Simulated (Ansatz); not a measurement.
# MoS2 in Ansatz: settings compared

Aim: see how the results for MoS2 move with the level of theory and the settings. Levels: HSE06, PBE0. Tasks: band structure.

All numbers are computed with Ansatz 0.2.0; they aren't measurements. Logs are shortened: lines on timing, memory, paths and dates and some standing lists are left out, and cuts for length are marked.

### 1 The slab as given

The cell holds a slab with vacuum, 6 atoms: a = 3.185 Å, b = 3.185 Å, c = 21.671 Å, α = 90.00°, β = 90.00°, γ = 120.00°.

### 2 Band structure, HSE06

input reads:

```
crystal:
  lattice:
    - [3.184541456, 0.0, 0.0]
    - [-1.592270728, 2.7578938003, 0.0]
    - [0.0, 0.0, 21.67053472]
  atoms:
    - { symbol: Mo, position: [0.3333333333, 0.6666666667, 0.85116023] }
    - { symbol: Mo, position: [0.6666666667, 0.3333333333, 0.14883977] }
    - { symbol: S, position: [0.6666666667, 0.3333333333, 0.77962539] }
    - { symbol: S, position: [0.3333333333, 0.6666666667, 0.077251] }
    - { symbol: S, position: [0.6666666667, 0.3333333333, 0.922749] }
    - { symbol: S, position: [0.3333333333, 0.6666666667, 0.22037461] }
hamiltonian:
  xc: hse06
  pseudopotentials: { kind: paw }
kpoints:
  mp_grid: { grid: [6, 6, 2] }
  band_path:
    path:
      - [[0.0, 0.0, 0.0], [0.5, 0.0, 0.0], [0.3333333333, 0.3333333333, 0.0], [0.0, 0.0, 0.0], [0.0, 0.0, 0.5], [0.5, 0.0, 0.5], [0.3333333333, 0.3333333333, 0.5], [0.0, 0.0, 0.5]]
      - [[0.5, 0.0, 0.5], [0.5, 0.0, 0.0]]
      - [[0.3333333333, 0.3333333333, 0.0], [0.3333333333, 0.3333333333, 0.5]]
    npoints: 4
scf:
  occupations: { method: fermi_dirac, width: 0.05 }
  n_extra_bands: 15
output:
  forces: true
  stress: true
  eigenvalues: true
  fatbands: false
```

Potentials or basis: Ansatz PAW.

Log:

```text
Warning: output.stress: scf.convergence.dr2_threshold = 1e-7 eV (the SCF's general default) is looser than the 6e-10 eV advised for a printed stress (1e-10 eV for each atom of the cell: 6). What an SCF threshold leaves in a stress goes as its square root, and in the free energy as the threshold itself, and one threshold admits the most on a small cell: of the crystals measured, under no hybrid functional and no lock of the moments, on runs that ended without the residual-converged pass, on stresses that held no estimate of that error, the worst erred by over 100 MPa in a component at 1e-7 eV an atom and by under 5 at 1e-10. Set scf.convergence.dr2_threshold to 6e-10 eV or tighter. The threshold is an SCF's pass mark: one that does not reach it within its budget of iterations ends unconverged, or closes short of it on a stop that the run arms, and scf.convergence.dr2_threshold's page says what that costs each kind of run
Warning: output.stress: scf.exx.energy_threshold = 1e-6 eV is looser than the 6e-8 eV advised for a stress under a hybrid functional (1e-8 eV for each atom of the cell: 6). Every SCF of the exchange loop can meet its threshold on dr2 while the loop round them stops early: no threshold on dr2 bounds what that leaves in the stress. Set scf.exx.energy_threshold to 6e-8 eV or tighter. The threshold is the loop's pass mark: a loop that does not reach it within its budget of cycles ends unconverged, and scf.exx.energy_threshold's page has the law
scf.n_extra_bands = 15 over 26 filled bands (N_el = 52.0): the run solves 41 bands
GPUs: using 1 of 1 available (devices: 1).
Engine: ansatz 0.2.0, x86_64-unknown-linux-gnu
Pseudopotentials: kind: paw
Pseudopotential: Mo, paw, valence charge 14, recommended cutoff 420 eV (normal), Mo.paw.azcp
Pseudopotential: S, paw, valence charge 6, recommended cutoff 420 eV (normal), S.paw.azcp
Functional definition: HSE06
  parameter a = 0.25
  parameter omega = 0.11/bohr
  exchange = pbe_x - a*pbe_x_sr(omega) + a*exact_x_sr(omega)
  correlation = pbe_c
device memory: the entry about to start is reckoned to put 2.1 GiB on a device that reports 26.3 GiB free (of which the cap on the GPU budget leaves the run 18.0 GiB)
GPU FFT provider: cuFFT
GPU libraries: cuBLAS 13.8.2, cuFFT 12.4.0, cuSOLVER 12.3.4
Crystal: 6 atoms, lattice volume = 190.324 Å³
Basis set: ecut = 420 eV, 3721 PW (Γ), exchange–correlation on 48×48×300 points (8 copies of the dense FFT grid, shifted against one another)
Bands: 41, of which v1, the nominal top of the filled ones, is band 26 counted from 1 (25 counted from 0)
Symmetry: 12 space group operations
Space group: P-3m1 (ITA 164), of the structure as read, at distance tolerance 5.8e-5 Å
k-points: 14 of 72
Non-local potential: Mo, projectors of the file, l = 0: 3, l = 1: 2, l = 2: 2, l = 3: 1
Non-local potential: S, projectors of the file, l = 0: 2, l = 1: 2, l = 2: 2
PAW form: soft (Blöchl's): semilocal exchange-correlation on the pseudo side does not see the compensation charge
[... 57 lines left out ...]
hybrid outer 2: dexx = +1.152e-6 eV, tail = 1.68e-8 eV, Δε = 1.99e-3 eV (about 5.36e-5 eV left of the loop's levels), ΔF = 2.81e-3 eV/Å (tail 4.77e-4)
device memory: the entry about to start is reckoned to put 1.4 GiB on a device that reports 25.7 GiB free (of which the cap on the GPU budget leaves the run 18.0 GiB)
NSCF: frozen V_eff on 39 k-points, pencils in batches of 32, up to order 184
hybrid SCF converged: 2 outer / 16 inner (+5 warm-up), last move |dexx| = 1.15e-6 eV, tail = 1.68e-8 eV
Stability not checked: this state was not tested for a lower state beside it, because the functional holds exact exchange (a hybrid, or Hartree-Fock), whose exchange loop this test does not read (fock_operator; see scf.lower_state_search)
Free energy (F): -13531.630224 eV
Frozen-core exchange: fock
Harris-Foulkes:  -13531.630224 eV  (|F-HF|=6.55e-10)
Internal energy: -13531.630223 eV  (E = F + TS)
E sigma→0 (E₀):  -13531.630223 eV
Fermi energy:    3.937176 eV
--- Per-component energies (eV) ---
  E_band       = -771.732633
  E_kinetic    = 1306.697382
  E_local      = -24629.154643  (includes V_loc(G=0)·N_el)
  E_nonlocal   = 393.894929
  E_hartree    = 11676.088845
  E_xc         = -606.632516
  E_vxc        = -645.814971  (∫ρ·V_xc dr)
  E_exx        = -128.720726  (= α·E_x^exact, valence–valence)
  E_paw        = -8827.718311  (= ΣΔE_a)
  E_vpaw       = -292.091033  (= ΣTr[D̂ρ^β])
  E_aug_tail   = 0.000086  (compensation charges beyond the density's cutoff)
  E_ewald      = 7285.166613
  E_core_change = -1.251883  (= ΣΔE_core)
  E_smearing   = -0.000000  (= −TS)
  E_closure    = 0.000000  (closes the sum)
  Σ components = -13531.630224   (vs F -13531.630224, Δ=0.00e0)
--- Forces (eV/Å), atoms counted from 1 ---
  atom   1  Mo     0.00000000     0.00000000     0.00330484
  atom   2  Mo     0.00000000    -0.00000000    -0.00330484
  atom   3  S      0.00000000    -0.00000000     0.27721152
  atom   4  S      0.00000000     0.00000000     0.33170825
  atom   5  S      0.00000000    -0.00000000    -0.33170825
  atom   6  S      0.00000000     0.00000000    -0.27721152
  max |Σ_I F_I| component: 1.16e-18 eV/Å
--- Stress (GPa, compression-positive) ---
       -2.252681       0.000000       0.000000
        0.000000      -2.252681       0.000000
        0.000000       0.000000      -1.314281
  P = ⅓ Tr σ = -1.9399 GPa (-19.399 kbar)
--- Band table (eV; the first three rows and the last of 14) ---
  k-point 0: bands = ["-62.1293", "-62.1293", "-34.8597", "-34.8597", "-34.6161", "-34.6161", "-34.6161", "-34.6161", "-13.0200", "-12.9425", "-11.5516", "-11.4196", "-3.8526", "-3.4806", "-0.3506", "-0.3506", "-0.3468", "-0.3468", "0.2592", "0.9885", "0.9885", "1.0012", "1.0012", "1.1222", "2.5827", "3.1011", "6.2416", "6.2416", "6.2508", "6.2508", "6.4956", "6.4956", "6.5459", "6.5459", "8.7001", "9.0733", "9.7227", "9.8503", "10.7237", "12.5887", "12.6217"]
  k-point 1: bands = ["-62.1293", "-62.1293", "-34.8598", "-34.8597", "-34.6161", "-34.6161", "-34.6161", "-34.6161", "-13.0200", "-12.9425", "-11.5516", "-11.4196", "-3.8526", "-3.4806", "-0.3506", "-0.3506", "-0.3468", "-0.3468", "0.2592", "0.9885", "0.9885", "1.0012", "1.0012", "1.1221", "2.5828", "3.1011", "6.2416", "6.2416", "6.2508", "6.2508", "6.4956", "6.4956", "6.5459", "6.5459", "8.7068", "9.0547", "9.7915", "9.7969", "10.7286", "12.3388", "12.6686"]
  k-point 2: bands = ["-62.1181", "-62.1181", "-34.8373", "-34.8372", "-34.7318", "-34.7318", "-34.6425", "-34.6425", "-12.5825", "-12.5072", "-11.3730", "-11.2573", "-3.3873", "-3.0287", "-1.1866", "-1.1654", "-0.7402", "-0.4189", "0.1047", "0.1145", "0.3691", "0.3860", "1.2631", "1.6257", "2.3248", "2.5327", "5.6579", "5.8849", "6.0411", "6.0426", "6.1092", "6.2072", "6.9039", "6.9445", "9.2717", "9.6539", "11.0420", "11.4914", "11.5448", "12.7892", "13.0214"]
  k-point 13: bands = ["-62.0785", "-62.0785", "-34.9476", "-34.9476", "-34.9123", "-34.9123", "-34.7576", "-34.7576", "-10.6217", "-10.6217", "-10.5328", "-10.5328", "-3.3868", "-3.3396", "-2.5158", "-2.5158", "-1.8801", "-1.8051", "-1.3962", "-1.3962", "-0.5437", "-0.5437", "0.2445", "0.2445", "2.7051", "2.7550", "4.8425", "4.8425", "6.4541", "6.8436", "7.1033", "7.1033", "8.6262", "8.6262", "10.4931", "11.2418", "11.4020", "11.4020", "13.2740", "13.2740", "14.5781"]
```

Wall time 2 min (1 × NVIDIA H100 80GB HBM3 with 2 threads of AMD EPYC 7R13 (Zen 3), shared host); peak memory 3.3 GiB.

Results:

```yaml
Free_energy: -13531.6302 eV
Largest_force: 0.332 eV/Å
Band_gap_on_the_k_mesh: 1.74 eV, indirect (least direct gap 2.09 eV)
Band_gap_along_the_path: 1.74 eV, indirect (least direct gap 2.09 eV)
```

Forces in eV/Å, atoms in the order of the input:
```
Mo   0.000  0.000  0.003
Mo   0.000  0.000 -0.003
S    0.000  0.000  0.277
S    0.000  0.000  0.332
S    0.000  0.000 -0.332
S    0.000  0.000 -0.277
```

Levels at the corners of the path, in eV from the valence-band top:
```csv
point,band 24,band 25,band 26,band 27,band 28,band 29
Γ,-1.98,-0.52,0.00,3.14,3.14,3.15
M,-1.56,-1.16,-1.13,2.52,2.53,3.05
K,-2.86,-0.40,-0.35,1.74,1.74,3.35
Γ,-1.98,-0.52,0.00,3.14,3.14,3.15
A,-1.98,-0.52,0.00,3.14,3.14,3.15
L,-1.56,-1.16,-1.13,2.52,2.53,3.05
H,-2.86,-0.40,-0.35,1.74,1.74,3.35
A,-1.98,-0.52,0.00,3.14,3.14,3.15
L,-1.56,-1.16,-1.13,2.52,2.53,3.05
M,-1.56,-1.16,-1.13,2.52,2.53,3.05
K,-2.86,-0.40,-0.35,1.74,1.74,3.35
H,-2.86,-0.40,-0.35,1.74,1.74,3.35
```

Caveat: the PAW data sets come from PBE, with cores solved anew for the run's functional, which leaves a small shift of forces and pressure; the thresholds are loose for stress.

### 3 Band structure, PBE0

input: that of step 2 with these lines changed.

```diff
@@ -13,3 +13,3 @@
 hamiltonian:
-  xc: hse06
+  xc: pbe0
   pseudopotentials: { kind: paw }
```

Potentials or basis: Ansatz PAW.

Wall time 1.9 min (1 × NVIDIA H100 80GB HBM3 with 2 threads of AMD EPYC 7R13 (Zen 3), shared host); peak memory 3.2 GiB.

The run converged. Its results:

* Free energy: -13531.5913 eV
* Largest force: 0.324 eV/Å
* Band gap on the k mesh: 2.41 eV, indirect (least direct gap 2.75 eV)
* Band gap along the path: 2.41 eV, indirect (least direct gap 2.75 eV)

Forces in eV/Å, atoms in the order of the input:
```
Mo   0.000  0.000  0.004
Mo   0.000  0.000 -0.004
S    0.000  0.000  0.271
S    0.000  0.000  0.324
S    0.000  0.000 -0.324
S    0.000  0.000 -0.271
```

Stress tensor (GPa, compression positive):
```
-2.32  0.00  0.00
 0.00 -2.32  0.00
 0.00  0.00 -1.29
```

Levels at the corners of the path, in eV from the valence-band top:
```csv
point,band 23,band 24,band 25,band 26,band 27,band 28,band 29,band 30
Γ,-2.12,-2.02,-0.54,0.00,3.84,3.84,3.86,3.86
M,-1.64,-1.58,-1.18,-1.14,3.21,3.23,3.77,3.86
K,-2.90,-2.90,-0.39,-0.34,2.41,2.41,4.06,4.46
Γ,-2.12,-2.02,-0.54,0.00,3.84,3.84,3.86,3.86
A,-2.12,-2.02,-0.54,0.00,3.84,3.84,3.86,3.86
L,-1.64,-1.58,-1.18,-1.14,3.21,3.23,3.77,3.86
H,-2.90,-2.90,-0.39,-0.34,2.41,2.41,4.06,4.46
A,-2.12,-2.02,-0.54,0.00,3.84,3.84,3.86,3.86
L,-1.64,-1.58,-1.18,-1.14,3.21,3.23,3.77,3.86
M,-1.64,-1.58,-1.18,-1.14,3.21,3.23,3.77,3.86
K,-2.90,-2.90,-0.39,-0.34,2.41,2.41,4.06,4.46
H,-2.90,-2.90,-0.39,-0.34,2.41,2.41,4.06,4.46
```

Caveat: the PAW data sets come from PBE, with cores solved anew for the run's functional, which leaves a small shift of forces and pressure; the thresholds are loose for stress.
